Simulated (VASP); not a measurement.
# NaH: input slips in a relaxation and what they do, part 2 of 2

Aim: see how common mistakes in a VASP relaxation show up, on NaH. The starting structure is a measured crystal structure from the Crystallography Open Database. The first relaxation on each setting starts from this cell expanded by 3 % in volume.

VASP 6.6.1.

Results so far: reference 13.66 Å³ an atom.

## (5) Relaxation with too few ionic steps

Level of this step: PBEsol; plane waves and PAW (Na_pv, H) (VASP).

A slip made on purpose: too few ionic steps. Against step 2 the input has NSW = 2 (also changed: NELM).

File INCAR:

```
SYSTEM = NaH
PREC = Accurate
ENCUT = 450
EDIFF = 1E-06
NELM = 60
ISMEAR = 0
SIGMA = 0.03
LREAL = .FALSE.
ALGO = Normal
GGA = PS
NBANDS = 10
LORBIT = 11
LWAVE = .FALSE.
LCHARG = .FALSE.
KPAR = 4
IBRION = 2
NSW = 2
ISIF = 3
EDIFFG = -0.006
```

File POSCAR:

```
NaH
1.0
    0.0000000000      2.4641599871      2.4641599871
    2.4641599871      0.0000000000      2.4641599871
    2.4641599871      2.4641599871      0.0000000000
Na H
1 1
Direct
    0.0000000000      0.0000000000      0.0000000000
    0.5000000000      0.5000000000      0.5000000000
```

File KPOINTS:

```
Automatic mesh
0
Gamma
8 8 8
0 0 0
```

PAW data sets: Na_pv and H (PBE family, release 64).

Started as:

```bash
$ mpirun -np 4 vasp_std
```

What it wrote:

```text
[... set-up lines as in an earlier step ...]
 entering main loop
       N       E                     dE             d eps       ncg     rms          rms(c)
[... 4 cycles as in an earlier step ...]
DAV:   5    -0.544104195574E+01   -0.59533E-04   -0.59533E-04   648   0.246E-01    0.285E+00
DAV:   6    -0.514692263875E+01    0.29412E+00   -0.31444E-01   708   0.340E+00    0.130E+00
DAV:   7    -0.506935414326E+01    0.77568E-01   -0.27627E-01   636   0.236E+00    0.332E-01
DAV:   8    -0.507212510481E+01   -0.27710E-02   -0.69842E-03   642   0.103E+00    0.579E-02
DAV:   9    -0.507209072677E+01    0.34378E-04   -0.74843E-04   706   0.344E-01    0.179E-02
DAV:  10    -0.507208017501E+01    0.10552E-04   -0.39867E-05   658   0.448E-02    0.299E-03
DAV:  11    -0.507208089809E+01   -0.72308E-06   -0.14173E-06   644   0.729E-03
   1 F= -.50720809E+01 E0= -.50720809E+01  d E =-.507208E+01
[...]
N       E                     dE             d eps       ncg     rms          rms(c)
DAV:   1    -0.510768332288E+01   -0.35603E-01   -0.81854E-01   630   0.157E+01    0.115E+00
DAV:   2    -0.508762634630E+01    0.20057E-01   -0.21125E-02   634   0.264E+00    0.586E-01
DAV:   3    -0.508089334221E+01    0.67330E-02   -0.10226E-02   634   0.177E+00    0.588E-02
DAV:   4    -0.508045414270E+01    0.43920E-03   -0.36857E-04   654   0.348E-01    0.698E-03
DAV:   5    -0.508044536415E+01    0.87785E-05   -0.54477E-06   660   0.366E-02    0.267E-03
DAV:   6    -0.508044318553E+01    0.21786E-05   -0.12654E-06   308   0.182E-02    0.558E-04
DAV:   7    -0.508044325024E+01   -0.64706E-07   -0.48718E-08   296   0.268E-03
   2 F= -.50804433E+01 E0= -.50804433E+01  d E =-.836235E-02
 trial-energy change:   -0.008362  1 .order   -0.008331   -0.009756   -0.006905
 step:   3.0177(harm=  3.4224)  dis= 0.00000  next Energy=    -5.087669 (dE=-0.156E-01)
```

It took 2 s on 4 MPI ranks of Intel Xeon 6975P-C (Granite Rapids), shared host; peak memory 0.49 GiB.

OUTCAR, selected parts (step 5):

```text
  Total       -0.2598920     -0.2598920     -0.2598920     -0.0000000      0.0000000     -0.0000000
  in kB      -14.2908362    -14.2908362    -14.2908362     -0.0000000      0.0000000     -0.0000000
  external PRESSURE =     -14.2908362 kB  Pullay stress =       0.0000000 kB

 POSITION                                       TOTAL-FORCE (eV/Angst)
 -----------------------------------------------------------------------------------
      4.88467      2.44234      2.44234        -0.000000      0.000000     -0.000000
      2.44234      2.44234      2.44234         0.000000     -0.000000      0.000000
 -----------------------------------------------------------------------------------
    total drift:                                0.000000      0.000000      0.000000

  FREE ENERGIE OF THE ION-ELECTRON SYSTEM (eV)
  ---------------------------------------------------
  free  energy   TOTEN  =        -5.0804432502 eV

  energy  without entropy=       -5.0804432502  energy(sigma->0) =       -5.08044325

[... 1 part as in an earlier step ...]

[... 2 further parts left out ...]
[key lines of the parts left out:]
E-fermi :  -0.9686
```

The relaxation used up its 2 ionic steps (NSW) before forces and stress met EDIFFG.

## (6) Relaxation with the cell held fixed (ISIF = 2)

A slip made on purpose: the cell held fixed (ISIF = 2). Against step 2 the input has ISIF = 2 (also changed: NELM).

INCAR: that of step 5 with these lines changed.

```diff
@@ -16,4 +16,4 @@
 IBRION = 2
-NSW = 2
-ISIF = 3
+NSW = 50
+ISIF = 2
 EDIFFG = -0.006
```

POSCAR is that of step 5.

KPOINTS is that of step 5.

Started as:

```bash
$ mpirun -np 4 vasp_std
```

What it wrote:

```text
[... set-up lines as in an earlier step ...]
 entering main loop
       N       E                     dE             d eps       ncg     rms          rms(c)
[... 11 cycles as in an earlier step ...]
   1 F= -.50720809E+01 E0= -.50720809E+01  d E =-.507208E+01
[...]
reached required accuracy - stopping structural energy minimisation
```

Elapsed: 1.4 s, on 4 MPI ranks; peak memory 0.48 GiB; 3.5 s of CPU time.

Parts of OUTCAR (step 6):

```text
  Total       -0.3671782     -0.3671782     -0.3671782     -0.0000000      0.0000000     -0.0000000
  in kB      -19.6585173    -19.6585173    -19.6585173     -0.0000000      0.0000000     -0.0000000
  external PRESSURE =     -19.6585173 kB  Pullay stress =       0.0000000 kB

 POSITION                                       TOTAL-FORCE (eV/Angst)
 -----------------------------------------------------------------------------------
      0.00000      0.00000      0.00000        -0.000000      0.000000     -0.000000
      2.46416      2.46416      2.46416         0.000000      0.000000      0.000000
 -----------------------------------------------------------------------------------
    total drift:                                0.000000     -0.000000     -0.000000

  FREE ENERGIE OF THE ION-ELECTRON SYSTEM (eV)
  ---------------------------------------------------
  free  energy   TOTEN  =        -5.0720808981 eV

  energy  without entropy=       -5.0720808981  energy(sigma->0) =       -5.07208090

[... 2 parts as in an earlier step ...]

[... 2 further parts left out ...]
[key lines of the parts left out:]
E-fermi :  -1.0845
```

With the cell held fixed (ISIF = 2) the cell ends at 14.963 Å³ an atom, +9.56 % from the reference.

## (7) Comparison

```tsv
run	ended	volume (Å³/atom)	change (%)	pressure left (GPa)	core minutes
reference	converged	13.657	-	-0.04	0.427
a functional's name that the tag doesn't take	stopped by VASP	-	-	-	0.173
too few electronic steps	not converged	-	-	-	0.24
too few ionic steps	not converged	-	-	-	0.133
the cell held fixed (ISIF = 2)	converged	14.963	9.56	-1.97	0.0933
```

Core minutes are wall time times ranks, summed over the relaxations behind a row (those for a bulk modulus apart), on shared hosts.

## (8) Summary of results

| Quantity | Value |
| --- | --- |
| volume of the reference | 13.66 Å³/atom |
| volume against the reference, the cell held fixed (ISIF = 2) | +9.56 % |
| run with a functional's name that the tag doesn't take | stopped by VASP |
| run with too few electronic steps | not converged |
| run with too few ionic steps | not converged |

What this shows: VASP stopped by itself in the run with a functional's name that the tag doesn't take. The runs with too few electronic steps and too few ionic steps didn't converge. Finished, but with signs in the output that stand out against the reference: the cell held fixed (ISIF = 2), with the volume kept at the input's, +9.6 % from the reference (signs: a stress of up to 2.0 GPa). The reference was restarted once and the runs with a slip weren't, so their cells may not have settled fully. Further runs on this material are not shown.

[Lines on the potential files, build, host, timing and source positions are cut from VASP's logs without a mark.]

[Logs are printed without paths, hosts, clocks, repeated set-up lines and the standing remarks that a program may print on its own settings, such as how far it seeks lower states.]

[Hosts, paths, dates, database ids (printed as entryN), source tags and the programs' standing remarks are cut or masked in the printed files.]
